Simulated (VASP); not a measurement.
Set up this calculation in VASP 6.6.1, as the native input.

```
Task                   : single point
Functional             : PBE
Potentials or basis    : VASP PAW PBE potentials, release 64 (Co, O)
Cutoff                 : 520 eV
k mesh                 : 11 × 11 × 11
Occupations            : fermi-dirac, width 0.05 eV
Spin                   : collinear spin, ferromagnetic start
Starting moments       : [2.0, 0.0] μB
Further INCAR settings : ALGO = Normal; EDIFF = 1e-07; NBANDS = 18
```

The structure of CoO lies in POSCAR:

```
CoO
1.0
    0.0000000000      2.1315000000      2.1315000000
    2.1315000000      0.0000000000      2.1315000000
    2.1315000000      2.1315000000      0.0000000000
Co O
1 1
Direct
    0.0000000000      0.0000000000      0.0000000000
    0.5000000000      0.5000000000      0.5000000000
```

The input as run:

INCAR

```
ALGO = Normal ; EDIFF = 1E-7
ENCUT = 520 ; GGA = PE
ISIF = 2 ; ISMEAR = -1
ISPIN = 2 ; LASPH = True
LCHARG = False ; LMAXMIX = 4
LORBIT = 11 ; LREAL = False
LWAVE = False ; MAGMOM = 2 0
NBANDS = 18 ; NELM = 150
PREC = Accurate ; SIGMA = 0.05
```

KPOINTS

```
k-points
0
Gamma
  11 11 11
```

Potentials or basis: VASP PAW PBE potentials, release 64 (Co, O).

The run is started by

```sh
$ cat potpaw_PBE.64/Co/POTCAR potpaw_PBE.64/O/POTCAR > POTCAR
$ mpirun -np 1 vasp_std > vasp.out
```

It gave:

* Pressure: -2.4 GPa
* Band gap on the k mesh: none (metal or under the smearing width)
* Net moment: 2.90 μB per cell
* Site moments: Co +2.55; O +0.29 μB
* Valence electrons inside the program's atomic spheres: Co 7.79; O 4.98

Caveat: a cell with one magnetic atom can't hold antiferromagnetic order, which such compounds often take; semilocal functionals often make such compounds metallic where correlation or magnetic order opens a gap, which also shifts bond lengths.

It took 60 s on 1 thread of AMD EPYC 7R13 Processor (Zen 3) (shared host), peak memory 0.13 GiB.
